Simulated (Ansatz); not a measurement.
**Field gradients of TiO2 from run to run**

Cell of run 1: an entry of the Crystallography Open Database (COD), taken as it stands.

```cif
data_TiO2
_symmetry_space_group_name_H-M 'Pbcn'
_symmetry_Int_Tables_number 60
_cell_length_a 4.5318
_cell_length_b 5.5019
_cell_length_c 4.9063
_cell_angle_alpha 90.000
_cell_angle_beta 90.000
_cell_angle_gamma 90.000
loop_
_atom_site_label
_atom_site_type_symbol
_atom_site_symmetry_multiplicity
_atom_site_Wyckoff_symbol
_atom_site_fract_x
_atom_site_fract_y
_atom_site_fract_z
Ti Ti 4 c 0.0000 0.1704 0.2500
O O 8 d 0.2716 0.3814 0.4142
```

One atom of each set is listed.

Relaxed positions (PBE, cell held):

Ti (0.0000, 0.1758, 0.2500)
O (0.2702, 0.3824, 0.4195)

All runs are DFT with Ansatz 0.2.0 (plane waves and PAW, scalar-relativistic unless spin–orbit coupling is named, Γ-centred meshes, Fermi–Dirac smearing where given) in this cell.

Run 1: PBE, gradients read without the response of the cores, atoms as given; 420 eV, 5×4×4 k-points, smearing 0.02 eV.
Run 2: PBE, gradients read without the response of the cores, atoms relaxed; 420 eV, 5×4×4 k-points, smearing 0.02 eV.
Run 3: r2SCAN, gradients read without the response of the cores, at the relaxed atoms; 500 eV, 5×4×4 k-points, smearing 0.02 eV.

```csv
run,Ti V_zz (η),O V_zz (η)
1,-2.16 (0.72),-2.86 (0.53)
2,?,?
3,2.82 (0.51),-3.06 (0.52)
```

V_zz in 10²¹ V/m².

Q: Estimate the row of run 2.

A: Ti: 2.88 (0.51); O: -2.80 (0.53). It lies nearest to run 3, from whose tensors on these sites it differs by 0.31 at most (largest principal value of the difference, on O). Taken one at a time, the positions of the atoms (as given or relaxed) move the tensors on these sites by up to 1.05 (largest principal value of the change, on Ti), the functional (r2SCAN with its higher cutoff) by 0.31 (O). On some sites the largest principal value moves to another axis from run to run, and the sign of V_zz can flip with it.

The cell isn't the equilibrium one in runs 1, 2 (calculated pressure 6, 6 GPa), and the entry's cell may itself be off. Run 1: The values hang on the deposited positions: relaxing the atoms moves V_zz on Ti from -2.16 to 2.88.
